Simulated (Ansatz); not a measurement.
# Bands of Zn

```
Zn
1.0
    -1.56639    1.56639    1.56639
     1.56639   -1.56639    1.56639
     1.56639    1.56639   -1.56639
Zn
1
Direct
  0.00000 0.00000 0.00000
```

The structure comes from a relaxation in the same program, started in the bcc type, and has space group Im-3m. Whether it is a known phase or the ground state wasn't checked.

All numbers below come from DFT, PBE, all-electron LAPW, scalar-relativistic in Ansatz 0.2.0.

Numerical set-up: a Γ-centred 17×17×17 k mesh, Fermi–Dirac smearing of 0.05 eV, basis error target 1 meV/atom, no spin polarisation.

Points in fractions of the reciprocal vectors of this cell: Γ (0, 0, 0), H (0.5, -0.5, 0.5), N (0, 0, 0.5), P (0.25, 0.25, 0.25). The path joins them by straight lines in the order Γ–H–N–Γ–P–H–P–N; legs that retrace an earlier one aren't tabulated. Energies are in eV from the Fermi level.

(1) List the levels at Γ between -8 and 2 eV.

(2) List the levels at H between -8 and 2 eV.

(3) List the levels at P between -8 and 2 eV.

(4) What is the band gap?

Answers

(1) -7.74 (×3), -7.23 (×2).

(2) -6.98 (×3).

(3) -7.85 (×3), -7.19 (×2), 1.89.

(4) none: bands cross the Fermi level, a metal.
